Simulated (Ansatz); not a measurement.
Consider the ligand exchange at the Si–S bond: `CO[SiH2]S[SiH](F)F` + `CC(=O)O` → `CO[SiH2]OC(C)=O` + `F[SiH](F)S`.

Computed with Ansatz on PBE0-D4/def2-TZVP structures; ΔE is electronic, products minus reactants. CCSD(T)/CBS adds triple-zeta CCSD(T) − MP2 to the extrapolated MP2 energy (def2 sets, frozen cores). Functionals use def2-TZVPP. B3LYP here is the variant with VWN-RPA as its local correlation; programs differ in this. One conformer a species, not always the lowest.

Q: Is it downhill or uphill in electronic energy at CCSD(T)/CBS, and by how much? (An estimate is asked.)

A: Ansatz gave: Downhill: ΔE = -26.2 kJ/mol.

Q: What do these levels give: PBE-D4, PBE0-D4, B3LYP-D4, B2PLYP, r2SCAN, PBE0, HF/def2-TZVPP, MP2/def2-TZVPP, CCSD/def2-TZVPP, HF/def2-QZVPP, MP2/def2-QZVPP, SCS-MP2/def2-QZVPP? (Best estimate.)

A: Ansatz gave: PBE-D4 -11.4, PBE0-D4 -14.2, B3LYP-D4 -24.3, B2PLYP -31.1, r2SCAN -21.7, PBE0 -18.7, HF/def2-TZVPP -43.3, MP2/def2-TZVPP -25.4, CCSD/def2-TZVPP -32.6, HF/def2-QZVPP -45.2, MP2/def2-QZVPP -24.0, SCS-MP2/def2-QZVPP -29.7 kJ/mol.

Largest T1 diagnostic among the species: 0.015.

In def2-TZVPP, CCSD(T) changes the Hartree–Fock value by +13.5 kJ/mol (the triples alone add +2.8 kJ/mol) and MP2 by +17.9 kJ/mol. The D4 term adds +8.2 kJ/mol with B3LYP and +4.5 kJ/mol with PBE0; it sums over pairs of atoms, weighted by their polarisabilities, and B3LYP, whose exchange is more repulsive, gets the larger term.
